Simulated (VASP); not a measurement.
Write the native input for VASP 6.6.1 that does the following.

```yaml
Task: single point
Functional: RPBE
Potentials_or_basis: VASP PAW PBE potentials, release 64 (Al)
Cutoff: 520 eV
k_mesh: 9 × 9 × 12
Occupations: fermi-dirac, width 0.1 eV
Spin: no spin polarisation
Dipole_correction: no
Further_INCAR_settings: ALGO = Normal; EDIFF = 1e-06; NBANDS = 12
```

The structure of Al lies in POSCAR:

```
Al
1.0
    4.4192663960      0.0000000000      0.0000000000
   -2.2096331980      3.8271969650      0.0000000000
    0.0000000000      0.0000000000      2.7360267956
Al
3
Direct
    1.0000000000      0.0000000000      0.0000000000
    0.3333333333      0.6666666667      0.5000000000
    0.6666666667      0.3333333333      0.5000000000
```

This isn't the form of Al at room conditions, which is fcc.

The input as run:

INCAR

```
SYSTEM = Al
ALGO     = Normal         ! electronic algorithm
EDIFF    = 1E-6           ! SCF threshold, eV
ENCUT    = 520            ! plane-wave cutoff, eV
GGA      = RP             ! functional
ISIF     = 2              ! what is computed and relaxed
ISMEAR   = -1             ! smearing method
LASPH    = .TRUE.         ! aspherical terms in the spheres
LCHARG   = .FALSE.        ! write CHGCAR
LREAL    = .FALSE.        ! projectors in reciprocal space
LWAVE    = .FALSE.        ! write WAVECAR
NBANDS   = 12             ! bands
NELM     = 60             ! most SCF steps
PREC     = Accurate       ! precision mode
SIGMA    = 0.1            ! smearing width, eV
```

KPOINTS

```
k-points
0
G
  9 9 12
  0 0 0
```

Potentials or basis: VASP PAW PBE potentials, release 64 (Al).

Launch:

```bash
$ cat potpaw_PBE.64/Al/POTCAR > POTCAR
$ mpirun -np 1 vasp_std > vasp.out
```

Results of the run:

| Quantity | Value |
| --- | --- |
| Pressure | 11.0 GPa |
| Band gap on the k mesh | none (metal or under the smearing width) |

Caveat: the PAW data sets were made with another functional, which shifts forces and pressure a little.

Run time: 15 s on 1 thread of Intel(R) Xeon(R) Platinum 8488C (Sapphire Rapids), with other jobs on the host, peak memory 0.18 GiB.
